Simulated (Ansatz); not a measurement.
# MgO: the cost of one run

Program: Ansatz 0.2.0. Level of theory: DFT PBE, scalar-relativistic, plane waves, PAW. These are calculated values, not measurements.

## 1. The system as given

The structure is hexagonal, space group P6_3mc (No. 186). Conventional cell: a = 3.308 Å, b = 3.308 Å, c = 4.983 Å, α = 90.00°, β = 90.00°, γ = 120.00°. Around Mg (site symmetry 3m) lie 4 O at 1.97 to 1.99 Å. O (site symmetry 3m) has 4 Mg at 1.97 to 1.99 Å as nearest neighbours.

As a file:

```cif
data_structure
_symmetry_space_group_name_H-M 'P6_3mc'
_symmetry_Int_Tables_number 186
_cell_length_a 3.3078
_cell_length_b 3.3078
_cell_length_c 4.9829
_cell_angle_alpha 90.000
_cell_angle_beta 90.000
_cell_angle_gamma 120.000
_cell_volume 47.22
loop_
_atom_site_label
_atom_site_type_symbol
_atom_site_symmetry_multiplicity
_atom_site_Wyckoff_symbol
_atom_site_fract_x
_atom_site_fract_y
_atom_site_fract_z
_atom_site_occupancy
Mg1 Mg 2 b 0.66667 0.33333 0.99784 1
O1 O 2 b 0.66667 0.33333 0.59756 1
```

The runs take a perfect supercell of 48 atoms; the defect goes to fractional position (0.999, 0.832, 0.833).

## 2. The perfect supercell

input.yaml

```yaml
crystal:
  lattice:
    - [-4.96168, 2.864628, -4.982882]
    - [4.96168, -2.864628, -4.982882]
    - [-4.96168, -8.593883, 4.982881]
  atoms:
    - { symbol: Mg, position: [0.99892, 0.832254, 0.833333] }
    - { symbol: Mg, position: [0.49892, 0.332254, 0.833333] }
    - { symbol: Mg, position: [0.165586, 0.49892, 0.666667] }
    - { symbol: Mg, position: [0.665586, 0.99892, 0.666667] }
    - { symbol: Mg, position: [0.332253, 0.165587, 0.5] }
    - { symbol: Mg, position: [0.832253, 0.665587, 0.5] }
    - { symbol: Mg, position: [0.49892, 0.832254, 0.333333] }
    - { symbol: Mg, position: [0.99892, 0.332254, 0.333333] }
    - { symbol: Mg, position: [0.665586, 0.49892, 0.166667] }
    - { symbol: Mg, position: [0.165586, 0.99892, 0.166667] }
    - { symbol: Mg, position: [0.832253, 0.165587, 0.0] }
    - { symbol: Mg, position: [0.332253, 0.665587, 0.0] }
    - { symbol: Mg, position: [0.582254, 0.74892, 0.833333] }
    - { symbol: Mg, position: [0.082254, 0.24892, 0.833333] }
    - { symbol: Mg, position: [0.74892, 0.415586, 0.666667] }
    - { symbol: Mg, position: [0.24892, 0.915586, 0.666667] }
    - { symbol: Mg, position: [0.915587, 0.082253, 0.5] }
    - { symbol: Mg, position: [0.415587, 0.582253, 0.5] }
    - { symbol: Mg, position: [0.082254, 0.74892, 0.333333] }
    - { symbol: Mg, position: [0.582254, 0.24892, 0.333333] }
    - { symbol: Mg, position: [0.24892, 0.415586, 0.166667] }
    - { symbol: Mg, position: [0.74892, 0.915586, 0.166667] }
    - { symbol: Mg, position: [0.415587, 0.082253, 0.0] }
    - { symbol: Mg, position: [0.915587, 0.582253, 0.0] }
    - { symbol: O, position: [0.79878, 0.632114, 0.833333] }
    - { symbol: O, position: [0.29878, 0.132114, 0.833333] }
    - { symbol: O, position: [0.965446, 0.29878, 0.666667] }
    - { symbol: O, position: [0.465446, 0.79878, 0.666667] }
    - { symbol: O, position: [0.132113, 0.965447, 0.5] }
    - { symbol: O, position: [0.632113, 0.465447, 0.5] }
    - { symbol: O, position: [0.29878, 0.632114, 0.333333] }
    - { symbol: O, position: [0.79878, 0.132114, 0.333333] }
    - { symbol: O, position: [0.465446, 0.29878, 0.166667] }
    - { symbol: O, position: [0.965446, 0.79878, 0.166667] }
    - { symbol: O, position: [0.632113, 0.965447, 0.0] }
    - { symbol: O, position: [0.132113, 0.465447, 0.0] }
    - { symbol: O, position: [0.382114, 0.54878, 0.833333] }
    - { symbol: O, position: [0.882114, 0.04878, 0.833333] }
    - { symbol: O, position: [0.54878, 0.215446, 0.666667] }
    - { symbol: O, position: [0.04878, 0.715446, 0.666667] }
    - { symbol: O, position: [0.715447, 0.882113, 0.5] }
    - { symbol: O, position: [0.215447, 0.382113, 0.5] }
    - { symbol: O, position: [0.882114, 0.54878, 0.333333] }
    - { symbol: O, position: [0.382114, 0.04878, 0.333333] }
    - { symbol: O, position: [0.04878, 0.215446, 0.166667] }
    - { symbol: O, position: [0.54878, 0.715446, 0.166667] }
    - { symbol: O, position: [0.215447, 0.882113, 0.0] }
    - { symbol: O, position: [0.715447, 0.382113, 0.0] }
basis:
  ecutwfc: 420
  fft_grid_basis: typed
kpoints:
  mp_grid: { grid: [2, 2, 2] }
hamiltonian:
  xc: pbe
  pseudopotentials: { kind: paw }
scf:
  occupations: { method: gaussian, width: 0.05 }
output:
  forces: true
  stress: false
  eigenvalues: true
  bader: false
  write_density: true
  volumetric_format: npy
```

Command:

```bash
ansatz run input.yaml --threads 4 --pin off --max-ram 10240MiB --backend cpu --events-out ev --progress --plain --runs-dir out
```

What time and memory should one allow on 4 threads of Arm Neoverse N1, shared host?

About 15 s, with a peak of 2.5 GiB.
